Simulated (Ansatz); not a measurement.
# BiTe: the cost of one run

Computed with Ansatz 0.2.0 (DFT PBE, scalar-relativistic, plane waves, PAW, unless a step's input says otherwise).

4 further runs of the same task are left out: 4 set aside as unsound or not needed.

## Step 1: The structure to begin with

The structure is cubic, space group Fm-3m (No. 225). The conventional cell has a = 6.510 Å, b = 6.510 Å, c = 6.510 Å, α = 90.00°, β = 90.00°, γ = 90.00°. Around Bi (site symmetry m-3m) lie 6 Te at 3.25 Å. Te (site symmetry m-3m) has 6 Bi at 3.25 Å as nearest neighbours.

Structure file:

```xyz
2
Lattice="0.0000 3.2549 3.2549 3.2549 0.0000 3.2549 3.2549 3.2549 0.0000" Properties=species:S:1:pos:R:3 pbc="T T T"
Bi    0.0000    0.0000    0.0000
Te    3.2549    3.2549    3.2549
```

This cell was relaxed beforehand with the same method: volume 34.48 Å³/atom, gap on the mesh none (metal).

## Step 2: Phonons at rest

Contents of input.yaml:

```yaml
crystal:
  lattice:
    - [0.0, 3.2548796327, 3.2548796327]
    - [3.2548796327, 0.0, 3.2548796327]
    - [3.2548796327, 3.2548796327, 0.0]
  atoms:
    - { symbol: Bi, position: [0.0, 0.0, 0.0] }
    - { symbol: Te, position: [0.5, 0.5, 0.5] }
basis:
  ecutwfc: 420
kpoints:
  mp_grid: { grid: [12, 12, 12] }
hamiltonian:
  xc: pbe
scf:
  occupations: { method: fermi_dirac, width: 0.15 }
output:
  eigenvalues: true
phonons:
  method: dfpt
  eigenvectors: true
  qmesh: [2, 2, 2]
  temperatures: { t_max: 1000, t_step: 100 }
  qpath:
    path:
      - [[0.0, 0.0, 0.0], [0.5, 0.0, 0.5], [0.625, 0.25, 0.625]]
      - [[0.375, 0.375, 0.75], [0.0, 0.0, 0.0], [0.5, 0.5, 0.5], [0.5, 0.25, 0.75], [0.5, 0.0, 0.5]]
    npoints: 8
```

The run is started by

```bash
> ansatz run input.yaml --threads 2 --pin off --max-ram 6144MiB --backend cpu --events-out ev --progress --plain --runs-dir out
```

What time and memory should one allow on 2 threads of Intel Xeon at 2.50GHz (Skylake/Cascade Lake), shared host?

About 4.9 min, with a peak of 1.8 GiB.
